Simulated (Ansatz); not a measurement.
**K₂S**

```
S K
1.0
     0.00000    3.73133    3.73133
     3.73133    0.00000    3.73133
     3.73133    3.73133    0.00000
S K
1 2
Direct
  0.00000 0.00000 0.00000
  0.25000 0.25000 0.25000
  0.75000 0.75000 0.75000
```

Atoms are numbered in the order listed.

The conventional cell has a = 7.463 Å, b = 7.463 Å, c = 7.463 Å, α = 90.00°, β = 90.00°, γ = 90.00°. Around S (atom 1) lie 8 K at 3.23 Å. K (atom 2) has 4 S at 3.23 Å as nearest neighbours.

The cell was built from the fluorite type and relaxed in the same program, and has space group Fm-3m; it needn't be a known or the stable phase.

Methods: DFT, PBE, all-electron LAPW, scalar-relativistic (Ansatz 0.2.0); DFT, PBE, PAW with Ansatz's default frozen-core files, scalar-relativistic (Ansatz 0.2.0).

For LAPW: a Γ-centred 10×10×10 k mesh, Fermi–Dirac smearing of 0.03 eV, basis error target 1 meV/atom, no spin polarisation. PAW takes a cutoff of 420 eV at this cell. The Ansatz runs share mesh, smearing and spin set-up. Values come from LAPW unless marked.

- Band gap: 2.32 eV, indirect from X (0.5, 0, 0.5) to Γ
- Smallest direct gap on the path: 2.50 eV
- Löwdin charges (with 0.15 e of the cell spilling out of the atomic basis, so their sizes and signs hang on that basis): S1 -1.26, K2 0.70 e
- Bader charges (from the PAW run): S1 -1.52, K2 +0.76 e
- Volume per atom: 34.63 Å³
- Pressure at this cell: 0.00 GPa
